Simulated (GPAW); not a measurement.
Crystal: Y.

```xyz
2
Lattice="3.6474 0.0000 0.0000 -1.8237 3.1587 0.0000 0.0000 0.0000 5.7306" Properties=species:S:1:pos:R:3 pbc="T T T"
Y     1.8237    1.0529    4.2980
Y     0.0000    2.1058    1.4326
```

| Quantity | Value |
| --- | --- |
| Program | GPAW 26.7.0 |
| Task | relaxation of cell and atoms |
| Functional | PBE |
| Dispersion | D4 |
| Potentials or basis | GPAW PAW data sets (gpaw-data 1.2.1) |
| Cutoff | 600 eV |
| Basis | pw |
| k mesh | 6 × 6 × 4 |
| Occupations | fermi-dirac, width 0.05 eV |
| Spin | no spin polarisation |

At the start: pressure -1.3 GPa; volume 33.01 Å³/atom.

Q: How do energy, volume and symmetry change on relaxing?

A: Over 3 steps the energy falls by 4.8 meV/atom and the volume is 31.93 Å³/atom (-3.3 %); space group P6_3/mmc (No. 194, to 0.05 Å).

Step by step:
```tsv
step	energy change (eV)	largest force (eV/Å)	pressure (GPa)	volume (Å³)
1	0.0000	0.0000	-1.28	66.02
2	-0.0030	0.0001	-1.06	65.65
3	-0.0097	0.0000	0.09	63.86
```

Final structure:
```
Y
1.0
     3.61821    0.00000    0.00000
    -1.80911    3.13346    0.00000
     0.00000    0.00000    5.63229
Y
2
Direct
  0.66667 0.33333 0.75000
  0.33333 0.66667 0.25000
```

Caveat: later steps reuse the first step's grids; pairwise dispersion overbinds metals, which lowers pressure and volume.
